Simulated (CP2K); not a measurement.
Runs of CP2K 2026.2 on CdO (Monteponite). Symmetry: Fm-3m, No. 225, cubic system. Conventional cell: a = 4.699 Å, b = 4.699 Å, c = 4.699 Å, α = 90.00°, β = 90.00°, γ = 90.00°. Cd (site symmetry m-3m) has 6 O at 2.35 Å as nearest neighbours. O (site symmetry m-3m) is surrounded by 6 Cd at 2.35 Å. 

```csv
task,level,potentials or basis,smearing,EPS_DEFAULT,NGRIDS,points a segment of the path (NPOINTS),bands added on the path,CUTOFF of the grids,gap on the mesh (eV),pressure (GPa)
band structure,PBEsol,"POTENTIAL_UZH Cd GTH-PBE-q12, O GTH-PBE-q6; TZVP-MOLOPT-PBE-GTH basis",fermi-dirac 0.0259 eV,1.0E-9,5,8,2,600 Ry,none,1.6
band structure,r2SCAN,"POTENTIAL_UZH Cd GTH-SCAN-q12, O GTH-SCAN-q6; TZVP-MOLOPT-SCAN-GTH basis",fermi-dirac 0.01 eV,1.0E-10,4,8,4,850 Ry,none,(a)
band structure,LDA,"GTH_POTENTIALS Cd GTH-PADE-q12, O GTH-PADE-q6; TZVP-MOLOPT-PBE-GTH basis",fermi-dirac 0.01 eV,1.0E-9,4,6,6,600 Ry,none,-4.0
single point,PBEsol,"POTENTIAL_UZH Cd GTH-PBE-q12, O GTH-PBE-q6; TZVP-MOLOPT-PBE-GTH basis",fermi-dirac 0.05 eV,1.0E-10,4,-,-,600 Ry,none,1.6
```

Alike in all rows: no spin polarisation; cell as given; k mesh 10 × 10 × 10.

Question: Estimate the missing entries.

Answer: (a) 3.1.

Caveats: the basis of atomic orbitals isn't converged, which shifts pressures, moduli and gaps; the potentials were made for another functional, which shifts forces and pressure (some runs).

A k mesh can miss the band edges, and the runs leave out spin-orbit coupling on Cd.

A gap of «none» marks a metal or a gap under the smearing width.
